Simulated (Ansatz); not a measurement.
# N: the cost of one run

Computed with Ansatz 0.2.0 (DFT PBE, scalar-relativistic, plane waves, PAW, unless a step's input says otherwise).

3 further runs of the same task are left out: 2 that didn't finish, 1 set aside as unsound or not needed.

## 1. The structure to begin with

It takes space group Pnma (No. 62, orthorhombic). The conventional cell has a = 4.749 Å, b = 7.873 Å, c = 3.541 Å, α = 90.00°, β = 90.00°, γ = 90.00°. N (site symmetry m) is surrounded by 2 N at 2.51 Å.

Coordinates:

```cif
data_structure
_symmetry_space_group_name_H-M 'P 1'
_symmetry_Int_Tables_number 1
_cell_length_a 4.7490
_cell_length_b 7.8730
_cell_length_c 3.5410
_cell_angle_alpha 90.000
_cell_angle_beta 90.000
_cell_angle_gamma 90.000
_cell_volume 132.39
loop_
_atom_site_label
_atom_site_type_symbol
_atom_site_fract_x
_atom_site_fract_y
_atom_site_fract_z
_atom_site_occupancy
N1 N 0.02050 0.25000 0.63480 1
N2 N 0.97950 0.75000 0.36520 1
N3 N 0.47950 0.75000 0.13480 1
N4 N 0.52050 0.25000 0.86520 1
```

The structure comes from the Crystallography Open Database.

## 2. A change within the space group

Against the listed cell: strain xx, yy, zz, yz, xz, xy = -7.0, +1.0, +2.9, +0.0, +0.0, +0.0 %; atoms moved by 0.15 Å root mean square, at most 0.15 Å.

input.yaml reads:

```yaml
crystal:
  lattice:
    - [4.41452793, 0.0, 0.0]
    - [0.0, 7.9493681, 0.0]
    - [0.0, 0.0, 3.64528245]
  atoms:
    - { symbol: "N", position: [0.0317264458, 0.25, 0.6743948819] }
    - { symbol: "N", position: [0.9682735542, 0.75, 0.3256051181] }
    - { symbol: "N", position: [0.4682735542, 0.75, 0.1743948819] }
    - { symbol: "N", position: [0.5317264458, 0.25, 0.8256051181] }
basis:
  ecutwfc: 420
kpoints:
  mp_grid: { grid: [10, 6, 12] }
hamiltonian:
  xc: pbe
scf:
  occupations: { method: gaussian, width: 0.1 }
output:
  forces: true
  stress: true
  eigenvalues: true
  populations: true
```

Started as:

```bash
$ ansatz run input.yaml --threads 1 --pin off --max-ram 1331MiB --backend cpu --events-out ev --progress --plain --runs-dir out
```

Q: Estimate wall time and peak memory on 1 thread of an x86-64 CPU, shared host.

About 8.5 s, with a peak of 0.54 GiB.
